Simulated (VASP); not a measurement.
# AlN (F-43m) in VASP: settings compared

The runs below take AlN through relaxation of cell and atoms, with PBEsol, LDA, PBE, PBE+D3(BJ).

All numbers are computed with VASP 6.6.1; they aren't measurements. Logs are shortened: lines on timing, memory, paths and dates and some standing lists are left out, and cuts for length are marked.

## (1) Starting point

The structure is cubic, space group F-43m (No. 216). The conventional cell has a = 4.368 Å, b = 4.368 Å, c = 4.368 Å, α = 90.00°, β = 90.00°, γ = 90.00°. Around Al (site symmetry -43m) lie 4 N at 1.89 Å. Around N (site symmetry -43m) lie 4 Al at 1.89 Å.

Measurements of this composition are mostly on another form, of space group No. 186.

## (2) Relaxation of cell and atoms, PBEsol

The input, INCAR:

```
SYSTEM = AlN
ALGO = Normal
EDIFF = 1E-7
EDIFFG = -0.005
ENCUT = 600
GGA = PS
IBRION = 2
ISIF = 3
ISMEAR = 0
LASPH = .True.
LCHARG = .False.
LREAL = .False.
LWAVE = .False.
NELM = 60
NSW = 90
PREC = Accurate
SIGMA = 0.02
```

The input, KPOINTS:

```
k-points
0
Gamma
  10 10 10
  0 0 0
```

The input, POSCAR:

```
AlN
1.0
    0.0000000000      2.1839935600      2.1839935600
    2.1839935600      0.0000000000      2.1839935600
    2.1839935600      2.1839935600      0.0000000000
Al N
1 1
Direct
    0.0000000000      0.0000000000      0.0000000000
    0.2500000000      0.2500000000      0.2500000000
```

Potentials or basis: VASP PAW PBE potentials, release 64 (Al, N).

Command:

```sh
cat potpaw_PBE.64/Al/POTCAR potpaw_PBE.64/N/POTCAR > POTCAR
mpirun -np 1 vasp_std > vasp.out
```

OUTCAR:

```text
SYSTEM = AlN
   EDIFF = 1E-7
   EDIFFG = -0.005
   ENCUT = 600
   GGA = PS
   IBRION = 2
   ISIF = 3
   ISMEAR = 0
   LASPH = .True.
   LREAL = .False.
   NELM = 60
   NSW = 90
   PREC = Accurate

 ion  position               nearest neighbor table
   1  0.000  0.000  0.000-   2 1.89   2 1.89   2 1.89   2 1.89
   2  0.250  0.250  0.250-   1 1.89   1 1.89   1 1.89   1 1.89

  LATTYP: Found a face centered cubic cell.
 ALAT       =     4.3679871200

  Lattice vectors:

 A1 = (   0.0000000000,   2.1839935600,   2.1839935600)
 A2 = (   2.1839935600,   0.0000000000,   2.1839935600)
 A3 = (   2.1839935600,   2.1839935600,   0.0000000000)

Analysis of symmetry for initial positions (statically):
=====================================================================
 Subroutine PRICEL returns:
 Original cell was already a primitive cell.

 Routine SETGRP: Setting up the symmetry group for a
 face centered cubic supercell.

 Subroutine GETGRP returns: Found 24 space group operations
 (whereof 24 operations were pure point group operations)
 out of a pool of 48 trial point group operations.

The static configuration has the point symmetry T_d .

Analysis of symmetry for dynamics (positions and initial velocities):
=====================================================================
 Subroutine PRICEL returns:
 Original cell was already a primitive cell.

 Routine SETGRP: Setting up the symmetry group for a
 face centered cubic supercell.

 Subroutine GETGRP returns: Found 24 space group operations
 (whereof 24 operations were pure point group operations)
 out of a pool of 48 trial point group operations.

The dynamic configuration has the point symmetry T_d .

 Subroutine INISYM returns: Found 24 space group operations
 (whereof 24 operations are pure point group operations),
 and found     1 'primitive' translations

----------------------------------------------------------------------------------------

                                     Primitive cell

  volume of cell :      20.8345

  direct lattice vectors                    reciprocal lattice vectors
     0.000000000  2.183993560  2.183993560    -0.228938404  0.228938404  0.228938404
     2.183993560  0.000000000  2.183993560     0.228938404 -0.228938404  0.228938404
     2.183993560  2.183993560  0.000000000     0.228938404  0.228938404 -0.228938404

  length of vectors
     3.088633313  3.088633313  3.088633313     0.396532948  0.396532948  0.396532948

  position of ions in fractional coordinates (direct lattice)
     0.000000000  0.000000000  0.000000000
     0.250000000  0.250000000  0.250000000

  ion indices of the primitive-cell ions
   primitive index   ion index
                 1           1
                 2           2

----------------------------------------------------------------------------------------

 KPOINTS: k-points

Automatic generation of k-mesh.
 Grid dimensions read from file:
 generate k-points for:   10   10   10

 Generating k-lattice:

  Cartesian coordinates                     Fractional coordinates (reciprocal lattice)
    -0.022893840  0.022893840  0.022893840     0.100000000  0.000000000  0.000000000
     0.022893840 -0.022893840  0.022893840     0.000000000  0.100000000  0.000000000
     0.022893840  0.022893840 -0.022893840     0.000000000  0.000000000  0.100000000

  Length of vectors
     0.039653295  0.039653295  0.039653295

  Shift w.r.t. Gamma in fractional coordinates (k-lattice)
     0.000000000  0.000000000  0.000000000

 Subroutine IBZKPT returns following result:
 ===========================================

 Found     47 irreducible k-points:

 Following reciprocal coordinates:
            Coordinates               Weight
  0.000000  0.000000  0.000000      1.000000
  0.100000  0.000000  0.000000      8.000000
  0.200000  0.000000  0.000000      8.000000
  0.300000  0.000000  0.000000      8.000000
  0.400000  0.000000  0.000000      8.000000
  0.500000  0.000000  0.000000      4.000000
[... 16 lines left out ...]
  0.300000  0.300000  0.000000      6.000000
  0.400000  0.300000  0.000000     24.000000
 [... further k-points ...]
   k-points           NKPTS =     47   k-points in BZ     NKDIM =     47   number of bands    NBANDS=      8
   number of dos      NEDOS =    301   number of ions     NIONS =      2
   total plane-waves  NPLWV =  21952
   dimension x,y,z NGX =    28 NGY =   28 NGZ =   28
   dimension x,y,z NGXF=    56 NGYF=   56 NGZF=   56
   ions per type =               1   1
   NGX,Y,Z   is equivalent  to a cutoff of  15.07, 15.07, 15.07 a.u.
   NGXF,Y,Z  is equivalent  to a cutoff of  30.14, 30.14, 30.14 a.u.
 SYSTEM =  AlN
   PREC   = accura    normal or accurate (medium, high low for compatibility)
   ISTART =      0    job   : 0-new  1-cont  2-samecut
   ICHARG =      2    charge: 1-file 2-atom 10-const
   ISPIN  =      1    spin polarized calculation?
   LNONCOLLINEAR =      F non collinear calculations
   LSORBIT =      F    spin-orbit coupling
   LASPH  =      T    aspherical Exc in radial PAW
   ENCUT  =  600.0 eV  44.10 Ry    6.64 a.u.   6.17  6.17  6.17*2*pi/ulx,y,z
   NELM   =     60;   NELMIN=  2; NELMDL= -5     # of ELM steps
   EDIFF  = 0.1E-06   stopping-criterion for ELM
   LREAL  =      F    real-space projection
   EDIFFG = -.5E-02   stopping-criterion for IOM
   NSW    =     90    number of steps for IOM
   IBRION =      2    ionic relax: 0-MD 1-quasi-New 2-CG
   NFREE  =      1    steps in history (QN), initial steepest desc. (CG)
   ISIF   =      3    stress and relaxation
   ISYM   =      2    0-nonsym 1-usesym 2-fastsym
   POTIM  = 0.5000    time-step for ionic-motion
   TEBEG  =    0.0;   TEEND  =   0.0 temperature during run
   PSTRESS=    0.0 pullay stress
   NELECT =       8.0000    total number of electrons
   NUPDOWN=      -1.0000    fix difference up-down
   EMIN   =  10.00;   EMAX   =-10.00  energy-range for DOS
   EFERMI =   0.00;   METHOD = LEGACY
   ISMEAR =     0;   SIGMA  =   0.02  broadening in eV -4-tet -1-fermi 0-gaus
   EFERMI_NEDOS =   21; number of points for ismear=-14 and -15
   IALGO  =     38    algorithm
   IMIX   =      4    mixing-type and parameters
     AMIX     =   0.40;   BMIX     =  1.00
     AMIX_MAG =   1.60;   BMIX_MAG =  1.00
  volume/ion in A,a.u.               =      10.42        70.30
  Fermi-wavevector in a.u.,A,eV,Ry     =   1.189899  2.248583 19.263943  1.415860
  Thomas-Fermi vector in A             =   2.325996
   LORBIT       =      0    0 simple, 1 ext, 2 COOP (PROOUT), +10 PAW based schemes
   GGA     = PS    functional components
   LHFCALC =     F    Hartree Fock is set to
   AEXX    =    0.0000 exact exchange contribution
   IVDW    =     0    specifies the selected vdW correction
   LEPSILON=     F    determine dielectric tensor
   LRPA    =     F    only Hartree local field effects (RPA)
 conjugate gradient relaxation of ions
 non-spin polarized calculation
 Gauss-broadening in eV      SIGMA  =   0.02
  energy-cutoff  :      600.00
  volume of cell :       20.83
 maximum number of plane-waves:       725
 NGX is ok and might be reduce to    28
   NGX = 13   NGY = 13   NGZ = 13

--------------------------------------- Ionic step        1  -------------------------------------------

 number of electron       7.9999999 magnetization

 Free energy of the ion-electron system (eV)
  ---------------------------------------------------
  ext. energy  EPLUGINS =         0.00000000
  ---------------------------------------------------
  free energy    TOTEN  =       -15.61236634 eV

  energy without entropy =      -15.61236634  energy(sigma->0) =      -15.61236634

------------------------ aborting loop because EDIFF is reached ----------------------------------------

  FORCE on cell =-STRESS in cart. coord.  units (eV):
  Direction    XX          YY          ZZ          XY          YZ          ZX
  --------------------------------------------------------------------------------------
  -------------------------------------------------------------------------------------
  Total        0.1571581      0.1571581      0.1571581      0.0000000      0.0000000      0.0000000
  in kB       12.0854636     12.0854636     12.0854636      0.0000000      0.0000000      0.0000000
  external PRESSURE =      12.0854636 kB  Pullay stress =       0.0000000 kB

 VOLUME and BASIS-vectors are now :
 -----------------------------------------------------------------------------
  energy-cutoff  :      600.00
  volume of cell :       20.83
      direct lattice vectors                 reciprocal lattice vectors
     0.000000000  2.183993560  2.183993560    -0.228938404  0.228938404  0.228938404
     2.183993560  0.000000000  2.183993560     0.228938404 -0.228938404  0.228938404
     2.183993560  2.183993560  0.000000000     0.228938404  0.228938404 -0.228938404
[... 37 lines left out ...]
 POSITION                                       TOTAL-FORCE (eV/Angst)
 -----------------------------------------------------------------------------------
      0.00000      2.19227      2.19227        -0.000000      0.000000      0.000000
      1.09614      1.09614      1.09614         0.000000     -0.000000     -0.000000
 -----------------------------------------------------------------------------------
    total drift:                                0.000000      0.000000      0.000000

  FREE ENERGIE OF THE ION-ELECTRON SYSTEM (eV)
  ---------------------------------------------------
  free  energy   TOTEN  =       -15.6124372853 eV

  energy  without entropy=      -15.6124372853  energy(sigma->0) =      -15.61243729

--------------------------------------- Ionic step        3  -------------------------------------------

 number of electron       7.9999999 magnetization

 Free energy of the ion-electron system (eV)
  ---------------------------------------------------
  ext. energy  EPLUGINS =         0.00000000
  ---------------------------------------------------
  free energy    TOTEN  =       -15.61282763 eV

  energy without entropy =      -15.61282763  energy(sigma->0) =      -15.61282763

 E-fermi :   5.9413     XC(G=0): -11.1035

 val. band max:        5.8221515034   @ k =   0.0000   0.0000   0.0000
 cond. band min:       9.0068140195   @ k =   0.5000   0.5000   0.0000
 fundamental gap:      3.1846625161
 Fermi energy:         5.9412860653

 k-point     1 :       0.0000    0.0000    0.0000
  band No.  band energies     occupation
      1      -9.1023      2.00000
      2       5.8222      2.00000
      3       5.8222      2.00000
      4       5.8222      2.00000
      5       9.9035      0.00000
      6      18.2336      0.00000
      7      18.2336      0.00000
      8      18.2336      0.00000

 k-point     2 :       0.1000    0.0000    0.0000
  band No.  band energies     occupation
      1      -8.9552      2.00000
      2       5.0020      2.00000
      3       5.7703      2.00000
      4       5.7703      2.00000
      5      10.5692      0.00000
      6      17.8431      0.00000
      7      18.3672      0.00000
      8      18.3672      0.00000
[... 221 lines left out ...]
 k-point    23 :       0.3000    0.3000    0.0000
  band No.  band energies     occupation
      1      -7.5484      2.00000
      2       2.2900      2.00000
      3       4.5757      2.00000
      4       4.5757      2.00000
      5      11.0252      0.00000
      6      15.3589      0.00000
      7      17.5551      0.00000
      8      20.1601      0.00000

 k-point    24 :       0.4000    0.3000    0.0000
  band No.  band energies     occupation
      1      -7.0807      2.00000
      2       1.6532      2.00000
      3       4.1087      2.00000
      4       4.4115      2.00000
      5      10.6090      0.00000
      6      15.1917      0.00000
      7      17.9257      0.00000
      8      20.2455      0.00000

 [... further k-points ...]

------------------------ aborting loop because EDIFF is reached ----------------------------------------

  FORCE on cell =-STRESS in cart. coord.  units (eV):
  Direction    XX          YY          ZZ          XY          YZ          ZX
  --------------------------------------------------------------------------------------
  -------------------------------------------------------------------------------------
  Total        0.0009110      0.0009110      0.0009110      0.0000000      0.0000000     -0.0000000
  in kB        0.0696413      0.0696413      0.0696413      0.0000000      0.0000000     -0.0000000
  external PRESSURE =       0.0696413 kB  Pullay stress =       0.0000000 kB

 VOLUME and BASIS-vectors are now :
 -----------------------------------------------------------------------------
  energy-cutoff  :      600.00
  volume of cell :       20.96
      direct lattice vectors                 reciprocal lattice vectors
     0.000000000  2.188291215  2.188291215    -0.228488785  0.228488785  0.228488785
     2.188291215 -0.000000000  2.188291215     0.228488785 -0.228488785  0.228488785
     2.188291215  2.188291215 -0.000000000     0.228488785  0.228488785 -0.228488785

 POSITION                                       TOTAL-FORCE (eV/Angst)
 -----------------------------------------------------------------------------------
      0.00000      0.00000      0.00000        -0.000000      0.000000      0.000000
      1.09415      1.09415      1.09415         0.000000     -0.000000     -0.000000
 -----------------------------------------------------------------------------------
    total drift:                                0.000000      0.000000      0.000000

  FREE ENERGIE OF THE ION-ELECTRON SYSTEM (eV)
  ---------------------------------------------------
  free  energy   TOTEN  =       -15.6128276253 eV

  energy  without entropy=      -15.6128276253  energy(sigma->0) =      -15.61282763

 reached required accuracy - stopping structural energy minimisation
```

Run time: 12 s. Hardware: 1 thread of AMD EPYC 9R45 (Zen 5), shared host; peak memory 0.13 GiB.

What came out:

```yaml
Free_energy: -15.6128 eV
Relaxed_volume: 10.48 Å³/atom
Relaxed_cell: a = 3.095 Å, b = 3.095 Å, c = 3.095 Å, α = 60.00°, β = 60.00°, γ = 60.00°
Space_group_after_relaxing_to_0.05_Å: F-43m (No. 216)
Energy_gained_by_relaxing: 0.2 meV/atom
Ionic_steps: 3
Pressure_after_relaxing: 0.0 GPa
Band_gap_on_the_k_mesh: 3.18 eV, indirect (least direct gap 4.08 eV)
```

The path:
```tsv
step	energy change (eV)	largest force (eV/Å)	pressure (GPa)	volume (Å³)
1	0.0000	0.0000	1.21	20.83
2	-0.0001	0.0000	-1.08	21.07
3	-0.0005	0.0000	0.01	20.96
```

Final structure:
```
Al N
1.0
     0.00000    2.18829    2.18829
     2.18829    0.00000    2.18829
     2.18829    2.18829    0.00000
Al N
1 1
Direct
  0.00000 0.00000 0.00000
  0.25000 0.25000 0.25000
```

Caveat: the PAW data sets were made with another functional, which shifts forces and pressure a little.

## (3) Relaxation of cell and atoms, LDA

Edit INCAR of step 2 so:

```diff
@@ -5,3 +5,2 @@
 ENCUT = 600
-GGA = PS
 IBRION = 2
```

KPOINTS is that of step 2.

POSCAR is that of step 2.

Potentials or basis: VASP PAW LDA potentials, release 64 (Al, N).

Command:

```sh
cat potpaw_LDA.64/Al/POTCAR potpaw_LDA.64/N/POTCAR > POTCAR
mpirun -np 1 vasp_std > vasp.out
```

Wall time 9.9 s (1 thread of AMD EPYC 9R45 (Zen 5), shared host); peak memory 0.11 GiB.

The run converged. Its results:

```yaml
Free_energy: -16.3765 eV
Relaxed_volume: 10.26 Å³/atom
Relaxed_cell: a = 3.073 Å, b = 3.073 Å, c = 3.073 Å, α = 60.00°, β = 60.00°, γ = 60.00°
Space_group_after_relaxing_to_0.05_Å: F-43m (No. 216)
Energy_gained_by_relaxing: 1.5 meV/atom
Ionic_steps: 3
Pressure_after_relaxing: 0.0 GPa
Band_gap_on_the_k_mesh: 3.23 eV, indirect (least direct gap 4.37 eV)
```

The path:
```tsv
step	energy change (eV)	largest force (eV/Å)	pressure (GPa)	volume (Å³)
1	0.0000	0.0000	-3.11	20.83
2	-0.0003	0.0000	3.10	20.23
3	-0.0031	0.0000	-0.01	20.52
```

Final structure:
```
Al N
1.0
     0.00000    2.17300    2.17300
     2.17300    0.00000    2.17300
     2.17300    2.17300    0.00000
Al N
1 1
Direct
  0.00000 0.00000 0.00000
  0.25000 0.25000 0.25000
```

Levels at points of the mesh, in eV from the valence-band top:
| k point | band 1 | band 2 | band 3 | band 4 | band 5 | band 6 | band 7 | band 8 |
| --- | --- | --- | --- | --- | --- | --- | --- | --- |
| (0.00, 0.00, 0.00) | -14.91 | 0.00 | 0.00 | 0.00 | 4.37 | 12.48 | 12.48 | 12.48 |
| (0.50, 0.00, 0.00) | -12.75 | -5.97 | -0.49 | -0.49 | 7.41 | 9.87 | 11.06 | 11.06 |
| (0.50, 0.50, 0.00) | -12.07 | -5.00 | -1.81 | -1.81 | 3.23 | 8.50 | 13.96 | 15.68 |

A k mesh can miss the band edges. LDA gaps usually lie below the measured ones, often by a third to a half.

## (4) Relaxation of cell and atoms, PBE

Edit INCAR of step 3 so:

```diff
@@ -5,2 +5,3 @@
 ENCUT = 600
+GGA = PE
 IBRION = 2
```

KPOINTS is that of step 3.

POSCAR is that of step 3.

Potentials or basis: VASP PAW PBE potentials, release 64 (Al, N).

Command:

```sh
cat potpaw_PBE.64/Al/POTCAR potpaw_PBE.64/N/POTCAR > POTCAR
mpirun -np 1 vasp_std > vasp.out
```

It took 13 s on 1 thread of AMD EPYC 9R45 (Zen 5), shared host; peak memory 0.13 GiB.

Results (log left out):

| Quantity | Value |
| --- | --- |
| Free energy | -14.8483 eV |
| Relaxed volume | 10.65 Å³/atom |
| Relaxed cell | a = 3.112 Å, b = 3.112 Å, c = 3.112 Å, α = 60.00°, β = 60.00°, γ = 60.00° |
| Space group after relaxing (to 0.05 Å) | F-43m (No. 216) |
| Energy gained by relaxing | 3.2 meV/atom |
| Ionic steps | 3 |
| Pressure after relaxing | 0.0 GPa |
| Band gap on the k mesh | 3.31 eV, indirect (least direct gap 4.00 eV) |

The path:
```tsv
step	energy change (eV)	largest force (eV/Å)	pressure (GPa)	volume (Å³)
1	0.0000	0.0000	4.48	20.83
2	-0.0014	0.0000	-3.67	21.72
3	-0.0064	0.0000	0.00	21.30
```

Final structure:
```
Al N
1.0
     0.00000    2.20017    2.20017
     2.20017    0.00000    2.20017
     2.20017    2.20017    0.00000
Al N
1 1
Cartesian
  0.0000 0.0000 0.0000
  1.1001 1.1001 1.1001
```

Levels at points of the mesh, in eV from the valence-band top:
```
           k point  band 1  band 2  band 3  band 4  band 5  band 6  band 7  band 8
(0.00, 0.00, 0.00)  -14.85    0.00    0.00    0.00    4.00   12.34   12.34   12.34
(0.50, 0.00, 0.00)  -12.87   -5.76   -0.48   -0.48    7.18    9.71   11.01   11.01
(0.50, 0.50, 0.00)  -12.26   -4.84   -1.75   -1.75    3.31    8.48   13.66   15.46
```

A k mesh can miss the band edges.

## (5) Relaxation of cell and atoms, PBE+D3(BJ)

Edit INCAR of step 4 so:

```diff
@@ -9,2 +9,3 @@
 ISMEAR = 0
+IVDW = 12
 LASPH = .True.
```

KPOINTS is that of step 4.

POSCAR is that of step 4.

Command:

```sh
cat potpaw_PBE.64/Al/POTCAR potpaw_PBE.64/N/POTCAR > POTCAR
mpirun -np 1 vasp_std > vasp.out
```

Wall time 10 s (1 thread of AMD EPYC 9R45 (Zen 5), shared host); peak memory 0.13 GiB.

It converged, with:

| Quantity | Value |
| --- | --- |
| Free energy | -15.3814 eV |
| Relaxed volume | 10.43 Å³/atom |
| Relaxed cell | a = 3.090 Å, b = 3.090 Å, c = 3.090 Å, α = 60.00°, β = 60.00°, γ = 60.00° |
| Space group after relaxing (to 0.05 Å) | F-43m (No. 216) |
| Energy gained by relaxing | 0.0 meV/atom |
| Ionic steps | 3 |
| Pressure after relaxing | 0.0 GPa |
| Band gap on the k mesh | 3.32 eV, indirect (least direct gap 4.19 eV) |
| Dispersion energy per atom | -0.269 eV |

Final structure:
```
Al N
1.0
     0.00000    2.18474    2.18474
     2.18474    0.00000    2.18474
     2.18474    2.18474    0.00000
Al N
1 1
Direct
  0.00000 0.00000 0.00000
  0.25000 0.25000 0.25000
```

Levels at points of the mesh, in eV from the valence-band top:
```
           k point  band 1  band 2  band 3  band 4  band 5  band 6  band 7  band 8
(0.00, 0.00, 0.00)  -14.98    0.00    0.00    0.00    4.19   12.55   12.55   12.55
(0.50, 0.00, 0.00)  -12.93   -5.85   -0.48   -0.48    7.37    9.86   11.14   11.14
(0.50, 0.50, 0.00)  -12.30   -4.90   -1.77   -1.77    3.32    8.61   13.94   15.72
```

## (6) Summary

| level | potentials or basis | gap on the mesh (eV) | pressure (GPa) | relaxed volume (Å³/atom) |
| --- | --- | --- | --- | --- |
| PBEsol | VASP PAW PBE potentials, release 64 (Al, N) | 3.18 | 0.0 | 10.48 |
| LDA | VASP PAW LDA potentials, release 64 (Al, N) | 3.23 | 0.0 | 10.26 |
| PBE | VASP PAW PBE potentials, release 64 (Al, N) | 3.31 | 0.0 | 10.65 |
| PBE+D3(BJ) | VASP PAW PBE potentials, release 64 (Al, N) | 3.32 | 0.0 | 10.43 |

Alike in all rows: task relaxation of cell and atoms; no spin polarisation; cell relaxed; k mesh 10 × 10 × 10; cutoff (eV) 600; smearing gaussian 0.02 eV.

Caveats: the PAW data sets were made with another functional, which shifts forces and pressure a little (some runs).

Total energies depend on the potentials used, so only differences within one code and one set of settings carry meaning.
